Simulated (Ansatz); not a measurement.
## E(M) for Gd (Im-3m)

Geometry: a structure as deposited in COD; nothing is relaxed.

Settings: PBE, 11×11×11 k mesh, Fermi–Dirac smearing of 0.03 eV. PAW means Ansatz 0.2.0 on its default frozen-core files; LAPW is all-electron LAPW in Ansatz 0.2.0. Site moments are integrated in spheres about the atoms, whose radii differ between the methods.

The first input and its command:

```yaml
crystal:
  lattice:
    - [-2.025, 2.025, 2.025]
    - [2.025, -2.025, 2.025]
    - [2.025, 2.025, -2.025]
  atoms:
    - { symbol: Gd, position: [0.0, 0.0, 0.0], spin: 7.0 }
magnetization:
  spin_polarized: true
kpoints:
  mp_grid: { grid: [11, 11, 11] }
scf:
  occupations: { method: fermi_dirac, width: 0.03 }
hamiltonian:
  xc: pbe
  pseudopotentials: { kind: paw }
output:
  forces: true
  stress: true
  eigenvalues: true
  populations: true
  dos: { projected: true, de: 0.1, e_range: [-8, 5] }
  write_density: true
  write_potential: true
  elf: true
  volumetric_format: npy
```

Command: `ansatz run input.yaml --threads 1 --pin off --max-ram 3072MiB --backend cpu --events-out ev --progress --plain --runs-dir out`

The input for «total moment held at 9.57 μB» by PAW differs from it in these lines, output keys apart:

```diff
-    - { symbol: Gd, position: [0.0, 0.0, 0.0], spin: 7.0 }
+    - { symbol: Gd, position: [0.0, 0.0, 0.0], spin: 9.57 }
+  initial_magnetization: 9.57
+  spin_locking: { lock_magnetization: hard }
```

The input for «total moment held at 9.57 μB» by LAPW differs from it in these lines, output keys apart:

```diff
-    - { symbol: Gd, position: [0.0, 0.0, 0.0], spin: 7.0 }
+    - { symbol: Gd, position: [0.0, 0.0, 0.0], spin: 9.57 }
+  initial_magnetization: 9.57
+  spin_locking: { lock_magnetization: hard }
-  pseudopotentials: { kind: paw }
+  pseudopotentials: { kind: all_electron, lapw: { basis_error: 0.001 } }
```

Each run fixes M = N↑ − N↓ with two Fermi levels; the holding field B = (E_F↑ − E_F↓)/2μB is the slope of the free energy against M over μB. Energies count from each method's free run. The held moment starts on the atoms that carry the free run's moments.

The free PAW run: Site moments (μB): Gd 7.35. Cell moment 7.66 μB.

```json
{"M (μB/cell)": "6.89", "ΔF PAW (meV/cell)": "+84.1", "ΔF LAPW (meV/cell)": "+83.1", "B, PAW (T)": "-2920", "largest site moment, PAW (μB)": "6.89", "pressure, PAW (GPa)": "0.2"}
{"M (μB/cell)": "8.42", "ΔF PAW (meV/cell)": "+97.2", "ΔF LAPW (meV/cell)": "+97.8", "B, PAW (T)": "?", "largest site moment, PAW (μB)": "7.78", "pressure, PAW (GPa)": "1.2"}
{"M (μB/cell)": "9.57", "ΔF PAW (meV/cell)": "+501.9", "ΔF LAPW (meV/cell)": "+503.1", "B, PAW (T)": "+11666", "largest site moment, PAW (μB)": "8.42", "pressure, PAW (GPa)": "3.4"}
{"M (μB/cell)": "11.48", "ΔF PAW (meV/cell)": "+16955.8", "ΔF LAPW (meV/cell)": "–", "B, PAW (T)": "?", "largest site moment, PAW (μB)": "10.03", "pressure, PAW (GPa)": "1.1"}
```

Q: Give the missing entry: row "11.48", column "B, PAW (T)".

A: +189554.

Q: Fill in "B, PAW (T)" for the row "8.42".

A: +3281.

Against an unpolarised PAW run, spin polarisation gains 7319.7 meV per atom; the pressure goes from -3.0 to 0.1 GPa.

Separate runs put a uniform field on the spins (g = 2):

| field (T) | M PAW (μB/cell) | M LAPW (μB/cell) |
| --- | --- | --- |
| 500 | 7.712 | 7.710 |
| 1000 | 7.796 | 7.793 |

Without U a semilocal functional puts the f levels too near the Fermi level, which can change moments and the order of magnetic states; site and cell moments are spin moments. Spin–orbit coupling is left out although heavy atoms are present. With open f shells a run can end in a state that isn't the lowest. None of this fixes the real material's magnetic order: only patterns that fit the cell were computed, at zero temperature, with a functional that can overstate moments. Left out because they would open the f shell, whose fillings are many: PAW, total moment held at 0 μB; LAPW, total moment held at 0 μB; PAW, total moment held at 2.53 μB; PAW, total moment held at 5.13 μB; and 1 more.
